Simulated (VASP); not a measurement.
A run of VASP 6.6.1 is set up as follows.

File POSCAR:

```
H
1.0
   -1.8221502708      1.8221502708      1.7739391090
    1.8221502708     -1.8221502708      1.7739391090
    1.8221502708      1.8221502708     -1.7739391090
H
2
Direct
    0.9098622900      0.9098622900      0.0000000000
    0.0901377100      0.0901377100      0.0000000000
```

Contents of INCAR.step1:

```
SYSTEM = H
  PREC = Accurate
  ENCUT = 520
  ISMEAR = 0
  SIGMA = 0.05
  LREAL = .FALSE.
  LASPH = .TRUE.
  NELM = 60
  NBANDS = 8
  GGA = PE
  ALGO = Normal
  EDIFF = 1E-4
  LWAVE = .TRUE.
  LCHARG = .FALSE.
```

INCAR.step2

```
SYSTEM = H
  PREC = Accurate
  ENCUT = 520
  EDIFF = 1E-6
  ISMEAR = 0
  SIGMA = 0.05
  LREAL = .FALSE.
  LASPH = .TRUE.
  NELM = 60
  ALGO = Normal
  ISIF = 2
  LWAVE = .FALSE.
  LCHARG = .FALSE.
  METAGGA = R2SCAN
  LMIXTAU = .TRUE.
  NBANDS = 8
  ISTART = 1
```

The input KPOINTS:

```
Automatic mesh
0
G
  10 10 10
  0 0 0
```

Potentials or basis: VASP PAW PBE potentials, release 64 (H).

Run with:

```bash
$ cat potpaw_PBE.64/H/POTCAR > POTCAR
$ cp INCAR.step1 INCAR
$ mpirun -np 1 vasp_std > vasp.out
$ cp INCAR.step2 INCAR
$ mpirun -np 1 vasp_std > vasp.out
```

Predict the pressure.

7.7 GPa.

What does it give for the band gap on the k mesh?

10.96 eV, indirect (least direct gap 11.60 eV).

Estimate the largest force.

5.305 eV/Å.

Forces in eV/Å, atoms in the order of the input:
```
H    0.000  0.000 -5.305
H    0.000  0.000  5.305
```

Caveat: the PAW data sets were made with another functional, which shifts forces and pressure a little. A k mesh can miss the band edges.
